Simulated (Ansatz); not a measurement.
# SnC3: the cost of one run

Program: Ansatz 0.2.0. Level of theory: DFT PBE, scalar-relativistic, plane waves, PAW. These are calculated values, not measurements.

## 1. The starting structure

The structure is cubic, space group Pm-3m (No. 221). Conventional cell: a = 3.940 Å, b = 3.940 Å, c = 3.940 Å, α = 90.00°, β = 90.00°, γ = 90.00°. Sn (site symmetry m-3m) has 6 C at 1.97 Å as nearest neighbours. Around C (site symmetry 4/mmm) lie 2 Sn at 1.97 Å.

As a file:

```
CELL_PARAMETERS angstrom
3.94027 0.00000 0.00000
0.00000 3.94027 0.00000
0.00000 0.00000 3.94027
ATOMIC_POSITIONS crystal
Sn 0.00000 0.00000 0.00000
C 0.50000 0.00000 0.00000
C 0.00000 0.50000 0.00000
C 0.00000 0.00000 0.50000
```

(A quick probe on a coarse mesh, which set the mesh and smearing, is not shown.)

## 3. Rough relaxation on the coarse mesh

Input file input.yaml:

```yaml
crystal:
  lattice:
    - [3.9402667209, 0.0, 0.0]
    - [0.0, 3.9402667209, 0.0]
    - [0.0, 0.0, 3.9402667209]
  atoms:
    - { symbol: Sn, position: [0.0, 0.0, 0.0] }
    - { symbol: C, position: [0.5, 0.0, 0.0] }
    - { symbol: C, position: [0.0, 0.5, 0.0] }
    - { symbol: C, position: [0.0, 0.0, 0.5] }
basis:
  ecutwfc: 420
kpoints:
  mp_grid: { grid: [4, 4, 4] }
hamiltonian:
  xc: pbe
scf:
  occupations: { method: gaussian, width: 0.1 }
  lower_state_search: "off"
output:
  forces: true
  stress: true
  eigenvalues: true
relax:
  adjacent_minimum: "off"
  f_tol: 0.04
  max_steps: 70
  cell: { stress_tol: 0.4 }
```

Launch:

```console
$ ansatz run input.yaml --threads 1 --pin off --max-ram 2560MiB --backend cpu --events-out ev --progress --plain --runs-dir out
```

Q: Estimate wall time and peak memory on 1 thread of Arm Neoverse V2, shared host.

About 7.7 s, with a peak of 0.31 GiB.
